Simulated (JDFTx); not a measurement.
SiS (silylene, thioxo-) in JDFTx: the effect of solvation model

SiS (silylene, thioxo-), in a box:

```
Si S
1.0
     9.00000    0.00000    0.00000
     0.00000    9.00000    0.00000
     0.00000    0.00000   11.00000
Si S
1 1
Cartesian
  4.5130 4.5210 4.5693
  4.5130 4.5210 6.4987
```

Alike in all runs:

| Quantity | Value |
| --- | --- |
| Program | JDFTx 1.7.0 (patched build) |
| Task | solvation |
| Functional | PW91 |
| Potentials or basis | PseudoDojo-SR-PBE-0.5-standard with smoothed tails |
| Cutoff | 707 eV |
| Density cutoff | 2830 eV |
| k mesh | 1 × 1 × 1 |
| Occupations | fixed |
| Spin | no spin polarisation |

One run gave: largest force 0.88 eV/Å. Which solvation model did it use?
A. SCCS_g09beta LinearPCM
B. GLSSA13 LinearPCM
C. CANDLE LinearPCM
D. LA12 LinearPCM
E. GLSSA13 NonlinearPCM

A.

```tsv
solvation model	largest force (eV/Å)
GLSSA13 LinearPCM	1.05
SCCS_g03 LinearPCM	1.07
SCCS_g09beta LinearPCM	0.88
LA12 LinearPCM	1.33
CANDLE LinearPCM	1.06
GLSSA13 NonlinearPCM	1.07
```

Caveats: forces may be off by hundredths of an eV/Å; the cores' own exchange energy is taken off the total, which shifts forces and pressure where cores overlap; forces in the liquid are good to some per cent; the liquid is a continuum model, checked here against plausible ranges alone; the potentials were made for another functional, which shifts forces and pressure.

Not every run made on this cell is shown here.
